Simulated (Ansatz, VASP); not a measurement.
# C in two plane-wave programs, part 2 of 2

One calculation is typed for both programs; each brings its own data sets. How far apart do they land? The cell is taken from a series of runs on this material, whose earlier steps may have relaxed, scaled, displaced or heated it; both programs get it as it stands.

VASP 6.6.1 and Ansatz 0.2.0.

So far: Starting point; Ansatz: single point, HSE06 with D3(BJ).

## Step 3: VASP: single point, HSE06 with D3(BJ)

Level of this step: HSE06 with D3(BJ); plane waves and PAW (C) (VASP).

The same cell, functional and mesh now go to VASP, with its own data sets.

Lines of VASP's logs that name or quote its potential files are left out, and so is its time.

The run reads the wave functions of an earlier VASP run, which isn't shown here.

INCAR

```
SYSTEM = C
PREC = Accurate
ENCUT = 520
EDIFF = 1E-06
NELM = 100
ISMEAR = 0
SIGMA = 0.01
LREAL = .FALSE.
ALGO = Normal
LHFCALC = .TRUE.
AEXX = 0.25
GGA = PE
HFSCREEN = 0.208
IVDW = 12
VDW_S6 = 1
VDW_S8 = 2.31
VDW_A1 = 0.383
VDW_A2 = 5.685
LASPH = .TRUE.
NBANDS = 24
PRECFOCK = Fast
LORBIT = 11
LWAVE = .FALSE.
LCHARG = .FALSE.
KPAR = 8
ISIF = 2
```

POSCAR

```
C
1.0
    2.4600000000      0.0000000000      0.0000000000
   -1.2300000000      2.1304224933      0.0000000000
    0.0000000000     -1.4202816622     17.8333333333
C
8
Direct
    0.2390000000      0.4780000000      0.7170000000
    0.7610000000      0.5220000000      0.2830000000
    0.0940000000      0.1880000000      0.2820000000
    0.9060000000      0.8120000000      0.7180000000
    0.0310000000      0.0620000000      0.0930000000
    0.9690000000      0.9380000000      0.9070000000
    0.3650000000      0.7300000000      0.0950000000
    0.6350000000      0.2700000000      0.9050000000
```

KPOINTS

```
Automatic mesh
0
Gamma
5 5 5
0 0 0
```

Potentials, in the order of the species: C (PBE family, release 64).

Launch:

```bash
$ mpirun -np 8 vasp_std
```

Numbers of over 12 decimals in the logs are rounded to 6 here.

What it wrote:

```text
[banner, memory and clock lines left out]
running    8 mpi-ranks, on    1 nodes
 distrk:  each k-point on    1 cores,    8 groups
 distr:  one band on    1 cores,    1 groups

 POSCAR found type information on POSCAR C
 POSCAR found :  1 types and       8 ions
|                                                                             |
|           W    W    AA    RRRRR   N    N  II  N    N   GGGG   !!!           |
|           W    W   A  A   R    R  NN   N  II  NN   N  G    G  !!!           |
|           W    W  A    A  R    R  N N  N  II  N N  N  G       !!!           |
|           W WW W  AAAAAA  RRRRR   N  N N  II  N  N N  G  GGG   !            |
|           WW  WW  A    A  R   R   N   NN  II  N   NN  G    G                |
|           W    W  A    A  R    R  N    N  II  N    N   GGGG   !!!           |
|                                                                             |
|     For optimal performance we recommend to set                             |
|       NCORE = 2 up to number-of-cores-per-socket                            |
|     NCORE specifies how many cores store one orbital (NPAR=cpu/NCORE).      |
|     This setting can greatly improve the performance of VASP for DFT.       |
|     The default, NCORE=1 might be grossly inefficient on modern             |
|     multi-core architectures or massively parallel machines. Do your        |
|     Unfortunately you need to use the default for GW and RPA                |
|     calculations (for HF NCORE is supported but not extensively tested      |
|     yet).                                                                   |
|                                                                             |

 LDA part: xc-table for (Slater+PW92), standard interpolation
 found WAVECAR, reading the header
 POSCAR, INCAR and KPOINTS ok, starting setup
 FFT: planning ... GRIDC
 FFT: planning ... GRID_SOFT
 FFT: planning ... GRID
 reading WAVECAR
 the WAVECAR file was read successfully
 initial charge from wavefunction
 entering main loop
       N       E                     dE             d eps       ncg     rms          rms(c)
DAV:   1    -0.845188555552E+02   -0.84519E+02   -0.97821E-01  1040   0.651E+00    0.142E+00
DAV:   2    -0.845187673002E+02    0.88255E-04   -0.13352E-02  1200   0.705E-01    0.891E-01
DAV:   3    -0.845157323725E+02    0.30349E-02   -0.26047E-03  1112   0.301E-01    0.488E-01
DAV:   4    -0.845149755856E+02    0.75679E-03   -0.93298E-04  1192   0.180E-01    0.255E-01
DAV:   5    -0.845147934421E+02    0.18214E-03   -0.21275E-04  1216   0.888E-02    0.134E-01
DAV:   6    -0.845147493100E+02    0.44132E-04   -0.44470E-05  1192   0.418E-02    0.718E-02
DAV:   7    -0.845147417562E+02    0.75538E-05   -0.96273E-06  1176   0.199E-02    0.390E-02
DAV:   8    -0.845147434612E+02   -0.17050E-05   -0.22899E-06  1064   0.101E-02    0.219E-02
DAV:   9    -0.845147471006E+02   -0.36394E-05   -0.79644E-07   840   0.661E-03    0.121E-02
DAV:  10    -0.845147533148E+02   -0.62142E-05   -0.44132E-07   864   0.480E-03    0.681E-03
DAV:  11    -0.845147579277E+02   -0.46128E-05   -0.21785E-07   848   0.370E-03    0.383E-03
DAV:  12    -0.845147632274E+02   -0.52997E-05   -0.18538E-07   808   0.335E-03    0.227E-03
DAV:  13    -0.845147674892E+02   -0.42618E-05   -0.13086E-07   816   0.304E-03    0.145E-03
DAV:  14    -0.845147718280E+02   -0.43389E-05   -0.12154E-07   792   0.293E-03    0.104E-03
DAV:  15    -0.845147754410E+02   -0.36130E-05   -0.96980E-08   768   0.274E-03    0.846E-04
DAV:  16    -0.845147792226E+02   -0.37816E-05   -0.95802E-08   776   0.264E-03    0.735E-04
DAV:  17    -0.845147822851E+02   -0.30625E-05   -0.78573E-08   776   0.245E-03    0.657E-04
DAV:  18    -0.845147854875E+02   -0.32024E-05   -0.76655E-08   768   0.231E-03    0.594E-04
DAV:  19    -0.845147886409E+02   -0.31534E-05   -0.82879E-08   776   0.218E-03    0.539E-04
DAV:  20    -0.845147922761E+02   -0.36352E-05   -0.10925E-07   752   0.217E-03    0.489E-04
DAV:  21    -0.845147946555E+02   -0.23793E-05   -0.72541E-08   784   0.191E-03    0.445E-04
DAV:  22    -0.845147962760E+02   -0.16205E-05   -0.40240E-08   768   0.168E-03    0.405E-04
DAV:  23    -0.845147973558E+02   -0.10799E-05   -0.25782E-08   776   0.151E-03    0.367E-04
DAV:  24    -0.845147980930E+02   -0.73720E-06   -0.16979E-08   784   0.137E-03
   1 F= -.85518407E+02 E0= -.85518407E+02  d E =-.618974E-81
```

Parts of OUTCAR (step 3):

```text
ion  position               nearest neighbor table
   1  0.239  0.478  0.717-   4 1.42   4 1.42   4 1.42
   2  0.761  0.522  0.283-   3 1.42   3 1.42   3 1.42
   3  0.094  0.188  0.282-   2 1.42   2 1.42   2 1.42
   4  0.906  0.812  0.718-   1 1.42   1 1.42   1 1.42
   5  0.031  0.062  0.093-   7 1.42   7 1.42   7 1.42
   6  0.969  0.938  0.907-   8 1.42   8 1.42   8 1.42
   7  0.365  0.730  0.095-   5 1.42   5 1.42   5 1.42
   8  0.635  0.270  0.905-   6 1.42   6 1.42   6 1.42

  LATTYP: Found a trigonal (rhomboedric) cell.
 ALAT       =    17.8898009429
 COS(alpha) =     0.9905457039

 Subroutine GETGRP returns: Found 12 space group operations
 (whereof 12 operations were pure point group operations)

The static configuration has the point symmetry D_3d.

 Found     19 irreducible k-points:

   k-points           NKPTS =     19   k-points in BZ     NKDIM =    125   number of bands    NBANDS=     24

   dimension x,y,z NGX =    18 NGY =   18 NGZ =  140
   dimension x,y,z NGXF=    36 NGYF=   36 NGZF=  280

   ENCUT  =  520.0 eV  38.22 Ry    6.18 a.u.   4.57  4.57 33.26*2*pi/ulx,y,z

   NELECT =      32.0000    total number of electrons

 k-points in reciprocal lattice and weights: Automatic mesh
   0.00000000  0.00000000  0.00000000       0.008
   0.20000000  0.00000000 -0.00000000       0.048
   0.40000000 -0.00000000 -0.00000000       0.048
   0.00000000  0.20000000 -0.00000000       0.048
   0.20000000  0.20000000  0.00000000       0.096
   0.40000000  0.20000000  0.00000000       0.096
  -0.40000000  0.20000000  0.00000000       0.048
   0.00000000  0.40000000 -0.00000000       0.048
   0.20000000  0.40000000  0.00000000       0.048
[...]
0.00000000  0.00000000  0.40000000       0.016
   0.20000000  0.00000000  0.40000000       0.048

  exchange ACFDT corr.  =         0.00000000  see jH, gK, PRB 81, 115126

 average (electrostatic) potential at core
       1 -49.1930       2 -49.1930       3 -49.2183       4 -49.2183       5 -49.2568
       6 -49.2568       7 -49.2061       8 -49.2061

 E-fermi :   0.9921

 k-point     1 :       0.0000    0.0000    0.0000
  band No.  band energies     occupation
    ...
     12      -1.5356      2.00000
     13      -1.5215      2.00000
     14      -1.5215      2.00000
     15      -1.5207      2.00000
     16      -1.5207      2.00000
     17       5.9190      0.00000
     18       7.2545      0.00000
     19       7.7921      0.00000
     20      10.2922      0.00000
     21      11.1233      0.00000
    ...

 k-point     2 :       0.2000    0.0000   -0.0000
  band No.  band energies     occupation
    ...
     12      -4.3061      2.00000
     13      -3.1665      2.00000
     14      -3.1478      2.00000
     15      -3.1293      2.00000
     16      -3.1239      2.00000
     17       7.2148      0.00000
     18       8.4732      0.00000
     19       8.9921      0.00000
     20      11.1849      0.00000
     21      11.4747      0.00000
    ...

 k-point     3 :       0.4000   -0.0000   -0.0000
  band No.  band energies     occupation
    ...
     12      -4.9350      2.00000
     13      -2.3658      2.00000
     14      -1.9593      2.00000
     15      -1.4721      2.00000
     16      -1.0540      2.00000
     17       5.7741      0.00000
     18       6.0140      0.00000
     19       6.3926      0.00000
     20       6.7002      0.00000
     21      10.6461      0.00000
    ...

 Edisp (eV)   -1.00361

  Total      -2.03197    -2.03197    -0.25990     0.00000    -0.00000     0.00000
  in kB     -34.83326   -34.83326    -4.45542     0.00000    -0.00000     0.00000
  external pressure =      -24.71 kB  Pullay stress =        0.00 kB

  energy-cutoff  :      520.00
  volume of cell :       93.46
      direct lattice vectors                 reciprocal lattice vectors
     2.460000000  0.000000000  0.000000000     0.406504065  0.234695231  0.018691589
    -1.230000000  2.130422493  0.000000000     0.000000000  0.469390463  0.037383178
     0.000000000 -1.420281662 17.833333333     0.000000000  0.000000000  0.056074766

 POSITION                                       TOTAL-FORCE (eV/Angst)
 -----------------------------------------------------------------------------------
     -0.00000      0.00000     12.78650         0.000000      0.000000      0.326277
      1.23000      0.71014      5.04683         0.000000      0.000000     -0.326277
      0.00000      0.00000      5.02900        -0.000000      0.000000      0.320411
      1.23000      0.71014     12.80433         0.000000     -0.000000     -0.320411
      0.00000     -0.00000      1.65850         0.000000      0.000000      0.647677
      1.23000      0.71014     16.17483        -0.000000     -0.000000     -0.647677
      0.00000      1.42028      1.69417         0.000000     -0.000000     -0.652139
      1.23000     -0.71014     16.13917        -0.000000      0.000000      0.652139
 -----------------------------------------------------------------------------------
    total drift:                               -0.000000     -0.000000     -0.000000

  FREE ENERGIE OF THE ION-ELECTRON SYSTEM (eV)
  ---------------------------------------------------
  free  energy   TOTEN  =       -85.5184069709 eV

  energy  without entropy=      -85.5184069709  energy(sigma->0) =      -85.51840697

 total charge
# of ion       s       p       d       tot
------------------------------------------
    1        0.869   1.789   0.000   2.658
    2        0.869   1.789   0.000   2.658
    3        0.870   1.786   0.000   2.656
    4        0.870   1.786   0.000   2.656
    5        0.870   1.783   0.000   2.654
    6        0.870   1.783   0.000   2.654
    7        0.869   1.789   0.000   2.658
    8        0.869   1.789   0.000   2.658
--------------------------------------------------
tot          6.956  14.294   0.000  21.250

[... 3 further parts left out ...]
```

The run ends at a pressure of -2.47 GPa, with forces up to 0.65 eV/Å.

## Step 4: Comparison

Known differences besides the potentials themselves: exact exchange at q = 0 is treated differently, which shows on coarse meshes; VASP keeps PBE cores, Ansatz makes them for the functional; fixed occupations in Ansatz, narrow Gaussian smearing in VASP; the cutoff is 650 eV in Ansatz and 520 eV in VASP; VASP takes a coarser grid for exact exchange (PRECFOCK = Fast). Total energies have different zeros and are not compared.

The two programs side by side:

| quantity | Ansatz | VASP | difference |
| --- | --- | --- | --- |
| gap on the k mesh (eV) | 3.150 | 3.158 | -0.008 |

A gap on the mesh is an upper bound, since the band edges may lie between its points.

## Step 5: Results

```
difference in gap on the k mesh (single point, HSE06 with D3(BJ)) : -0.0079 eV
```

The difference in gap on the k mesh is -0.0079 eV (single point, HSE06 with D3(BJ)), within the 0.08 eV picked in this series as the mark of a large difference. How closely two codes agree says nothing of how well the functional describes the real material.

[Lines on the potential files, build, host, timing and source positions are cut from VASP's logs without a mark.]

[Logs are printed without paths, hosts, clocks, repeated set-up lines and the standing remarks that a program may print on its own settings, such as how far it seeks lower states.]

[Hosts, paths, dates, database ids (printed as entryN), source tags and the programs' standing remarks are cut or masked in the printed files.]
